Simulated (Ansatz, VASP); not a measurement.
## Ta in VASP and in Ansatz

```
Ta
1.0
     4.62302    0.00000    0.00000
    -2.31151    4.00365    0.00000
     0.00000    0.00000    2.60565
Ta
3
Cartesian
  0.0000 0.0000 0.0000
  0.0000 2.6691 1.3028
  2.3115 1.3346 1.3028
```

Alike in both runs: functional LDA; k mesh 8 × 8 × 11; occupations fermi-dirac, width 0.08 eV; no spin polarisation.

Ansatz relaxed the structure, and its values are those at the end. VASP's run is a single point on that final structure, the one shown.

|  | VASP | Ansatz |
| --- | --- | --- |
| version | VASP 6.6.1 | Ansatz 0.2.0 |
| potentials or method | VASP PAW LDA potentials, release 64 (Ta_pv) | PAW with Ansatz's default frozen-core files, scalar-relativistic |
| plane-wave cutoff (eV) | 520 | 420 |
| valence electrons in the cell | 33 | 39 |

VASP gave:

- pressure (GPa): 22.2

Estimate Ansatz's values.

pressure (GPa): 21.0.

The two sets of potentials don't hold the same shells in valence.

Caveats: so large a pressure means that the cell lies far from this level's equilibrium, or that cutoff or potentials fall short (VASP). The runs have no spin-orbit coupling, so splittings on Ta are missing.
